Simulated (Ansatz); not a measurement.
Crystal: SnSe2.

```
CELL_PARAMETERS angstrom
3.81100 0.00000 0.00000
-1.90550 3.30042 0.00000
0.00000 0.00000 6.13600
ATOMIC_POSITIONS crystal
Sn 0.00000 0.00000 0.00000
Se 0.66667 0.33333 0.75100
Se 0.33333 0.66667 0.24900
```

Base run:

```yaml
Program: Ansatz 0.2.0
Functional: PBE
Potentials_or_basis: all-electron LAPW, scalar-relativistic
Cutoff: 227 eV
Density_cutoff: 909 eV
Basis_error_allowed: 0.003 eV/atom
k_mesh: 5 × 5 × 3
Occupations: fermi-dirac, width 0.02 eV
Spin: no spin polarisation
```

Its results: band gap on the k mesh 0.80 eV, indirect (least direct gap 1.11 eV); pressure 5.7 GPa; largest force 0.742 eV/Å.

The run is repeated on the same cell with these changes: k mesh from 5 × 5 × 3 to 4 × 4 × 2. What comes out?

Band gap on the k mesh 0.88 eV, indirect (least direct gap 1.10 eV); pressure 5.9 GPa; largest force 0.741 eV/Å.

Caveats: some runs use coarse meshes; spin-orbit coupling is left out, which moves the levels of the heavy elements; this functional lacks dispersion, which binds the layers, so the pressure and a relaxed spacing across them are unreliable; an odd mesh through Γ misses points on the zone boundary, where band edges often lie (some runs).

Not every run made on this cell is shown here.
